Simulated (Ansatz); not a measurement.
# AlN (wurtzite to rock salt path): the cost of one run

Computed with Ansatz 0.2.0 (DFT PBE, scalar-relativistic, plane waves, PAW, unless a step's input says otherwise).

## Step 1: Starting point

Symmetry: P6_3mc, No. 186, hexagonal system. Conventional cell: a = 3.068 Å, b = 3.068 Å, c = 4.908 Å, α = 90.00°, β = 90.00°, γ = 120.00°. Al (site symmetry 3m) is surrounded by 4 N at 1.86 to 1.87 Å. Around N (site symmetry 3m) lie 4 Al at 1.86 to 1.87 Å.

Structure file:

```xyz
4
Lattice="1.5338 -2.6566 0.0000 1.5338 2.6566 0.0000 0.0000 0.0000 4.9083" Properties=species:S:1:pos:R:3 pbc="T T T"
Al    0.0000    0.0000    0.0000
Al    1.5338   -0.8855    2.4541
N     0.0000    0.0000    1.8750
N     1.5338   -0.8855    4.3291
```

## Step 2: Relaxing cell and atoms: AlN (wurtzite to rock salt path), no spin, 20 GPa

Contents of input.yaml:

```yaml
crystal:
  lattice:
    - [1.5338305253, -2.6565944697, 0.0]
    - [1.5338305253, 2.6565944697, 0.0]
    - [0.0, 0.0, 4.9082576808]
  atoms:
    - { symbol: Al, position: [0.0, 0.0, 0.0] }
    - { symbol: Al, position: [0.6666666667, 0.3333333333, 0.5] }
    - { symbol: "N", position: [0.0, 0.0, 0.382] }
    - { symbol: "N", position: [0.6666666667, 0.3333333333, 0.882] }
scf:
  occupations: { method: fixed }
output:
  forces: true
  stress: true
  eigenvalues: true
  write_density: true
  write_potential: true
  elf: true
  volumetric_format: npy
hamiltonian:
  xc: pbe
basis:
  ecutwfc: 520
kpoints:
  mp_grid: { grid: [9, 9, 7] }
relax:
  f_tol: 0.01
  max_steps: 50
  cell: { stress_tol: 0.05, p_target: 20, fix: [shape] }
```

On the command line:

```
$ ansatz run input.yaml --threads 1 --pin off --max-ram 2867MiB --backend cpu --events-out ev --progress --plain --runs-dir out
```

What time and memory should one allow on 1 thread of Intel Xeon at 2.30GHz, shared host?

About 40 s, with a peak of 0.43 GiB.
